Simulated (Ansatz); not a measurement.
# V in Ansatz: the effect of functional

The system is V.

```
V
1.0
     2.63857    0.00000    0.00000
    -1.31928    2.28506    0.00000
     0.00000    0.00000    4.78549
V
2
Cartesian
  0.0000 1.5234 1.1964
  1.3193 0.7617 3.5891
```

This isn't the form of V at room conditions, which is bcc.

The cell isn't the ideal one: volume scaled by 1.04.

Alike in all runs:

- Program: Ansatz 0.2.0
- Task: single point
- Potentials or basis: Ansatz PAW
- k mesh: 12 × 12 × 6
- Occupations: fermi-dirac, width 0.05 eV
- Spin: collinear spin, ferromagnetic start
- Starting moments: [2.0, 2.0] μB

```csv
functional,cutoff,pressure (GPa),moment (μB)
LDA,420 eV (not typed: the program's choice for these potentials),-18.2,0.00
PBEsol,420 eV (not typed: the program's choice for these potentials),?,?
r2SCAN,500 eV (not typed: the program's choice for these potentials),-8.5,0.74
```

Question: What does the run with functional PBEsol give?

Answer: Pressure -13.0 GPa; moment 0.00 μB.

Caveats: the PAW data sets come from PBE, with cores solved anew for the run's functional, which leaves a small shift of forces and pressure; the starting moments weren't kept (some runs); the magnetic or orbital state may not be the lowest (some runs).

Runs at the PBE level aren't shown here.
